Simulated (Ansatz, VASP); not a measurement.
**One calculation of BiTe3, two programs**

```
Bi Te
1.0
     5.09703    0.00000    0.00000
     0.00000    5.09703    0.00000
     0.00000    0.00000    5.09703
Bi Te
1 3
Direct
  0.00000 0.00000 0.00000
  0.00000 0.50000 0.50000
  0.50000 0.00000 0.50000
  0.50000 0.50000 0.00000
```

Alike in both runs: task single point; functional PBE; k mesh 4 × 4 × 4; occupations gaussian, width 0.1 eV; no spin polarisation.

|  | VASP | Ansatz |
| --- | --- | --- |
| version | VASP 6.6.1 | Ansatz 0.2.0 |
| potentials or method | VASP PAW PBE potentials, release 64 (Bi_d, Te) | scalar-relativistic, plane waves, PAW |
| plane-wave cutoff (eV) | 520 | 420 |
| valence electrons in the cell | 33 | 63 |

Ansatz gave:

* gap on the k mesh at the Fermi level (eV): none
* pressure (GPa): -4.4

What did VASP give for the same quantities?

gap on the k mesh at the Fermi level (eV): none; pressure (GPa): -4.5.

A gap of «none» marks a metal or a gap that the smearing closes. The two sets of potentials don't hold the same shells in valence.

Caveats: spin-orbit coupling is left out, which moves the levels of the heavy elements.
